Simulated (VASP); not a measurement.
Here is a VASP 6.6.1 calculation.

The input INCAR:

```
SYSTEM = KCl
PREC = Accurate
ENCUT = 500
EDIFF = 1E-6
ISMEAR = 0
SIGMA = 0.1
LREAL = .False.
LASPH = .True.
NELM = 120
ALGO = Normal
ISIF = 2
LWAVE = .False.
LCHARG = .False.
GGA = PS
NBANDS = 15
GGA_COMPAT = .False.
```

Contents of KPOINTS:

```
regular mesh
0
Gamma
  6 6 6
  0 0 0
```

Contents of POSCAR:

```
KCl
1.0
    0.0000000000      3.1464700000      3.1464700000
    3.1464700000      0.0000000000      3.1464700000
    3.1464700000      3.1464700000      0.0000000000
K Cl
1 1
Direct
    0.0000000000      0.0000000000      0.0000000000
    0.5000000000      0.5000000000      0.5000000000
```

Potentials or basis: VASP PAW PBE potentials, release 64 (K_sv, Cl).

Command:

```sh
$ cat potpaw_PBE.64/K_sv/POTCAR potpaw_PBE.64/Cl/POTCAR > POTCAR
$ mpirun -np 1 vasp_std > vasp.out
```

Question: Predict the pressure.

Answer: -0.4 GPa.

Question: Estimate the band gap on the k mesh.

Answer: 5.02 eV, direct.

Caveat: the PAW data sets were made with another functional, which shifts forces and pressure a little.

**Experimental background.**

From a printed reference work, monograph, for a bulk crystal of KCl: band gap 8.68 eV.

Measured gap of KCl: 8.68 eV (a printed reference work, monograph). This calculation gives 5.02 eV (-3.66 eV). The value is that of PBEsol, without temperature or zero-point motion. Semilocal functionals fall short of measured gaps as a rule.
